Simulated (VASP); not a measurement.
Here is a VASP 6.6.1 calculation.

Contents of INCAR:

```
  ALGO = Normal
  EDIFF = 1E-7
  ENCUT = 520
  GGA = PE
  ISIF = 2
  ISMEAR = 0
  LASPH = True
  LCHARG = True
  LELF = True
  LREAL = False
  LVHAR = True
  LWAVE = False
  NBANDS = 17
  NELM = 100
  PREC = Accurate
  SIGMA = 0.01
```

The input KPOINTS:

```
k-points
0
Gamma
  2 2 2
```

POSCAR

```
Na2S
1.0
    0.0000000000      3.2735000000      3.2735000000
    3.2735000000      0.0000000000      3.2735000000
    3.2735000000      3.2735000000      0.0000000000
Na S
2 1
Direct
    0.2500000000      0.2500000000      0.2500000000
    0.7500000000      0.7500000000      0.7500000000
    0.0000000000      0.0000000000      0.0000000000
```

Potentials or basis: VASP PAW PBE potentials, release 64 (Na_pv, S).

Run with:

```console
$ cat potpaw_PBE.64/Na_pv/POTCAR potpaw_PBE.64/S/POTCAR > POTCAR
$ mpirun -np 1 vasp_std > vasp.out
```

(1) Estimate the band gap on the k mesh.

(2) Predict the pressure.

## Answers

(1) 2.39 eV, direct.

(2) 1.0 GPa.

Caveat: the k mesh is coarse (spacing up to 0.83 Å⁻¹), so the values aren't converged.
